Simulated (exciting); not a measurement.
A run of exciting (release sodium) is set up as follows.

The input input.xml:

```xml
<input>
  <title>Pd</title>
  <structure speciespath="./" tshift="false">
    <crystal scale="1">
      <basevect>0.000000000000 3.678351901584 3.678351901584</basevect>
      <basevect>3.678351901584 0.000000000000 3.678351901584</basevect>
      <basevect>3.678351901584 3.678351901584 0.000000000000</basevect>
    </crystal>
    <species speciesfile="Pd.xml" rmt="2.3">
      <atom coord="0.000000000000 0.000000000000 0.000000000000"/>
    </species>
  </structure>
  <groundstate do="fromscratch" ngridk="12 12 12" rgkmax="9" gmaxvr="14" lmaxapw="10" lmaxmat="10" lmaxvr="8" xctype="GGA_PBE" stype="Gaussian" swidth="0.00091873" nempty="12" ValenceRelativity="iora*" epsengy="1e-05" epspot="1e-05" maxscl="60" tforce="true" outputlevel="high"/>
</input>
```

Potentials or basis: all-electron LAPW+lo, shipped species files, valence relativity iora*.

Launch:

```console
$ OMP_NUM_THREADS=1 exciting_smp
```

What does it give for the band gap on the k mesh?

None (metal or under the smearing width).
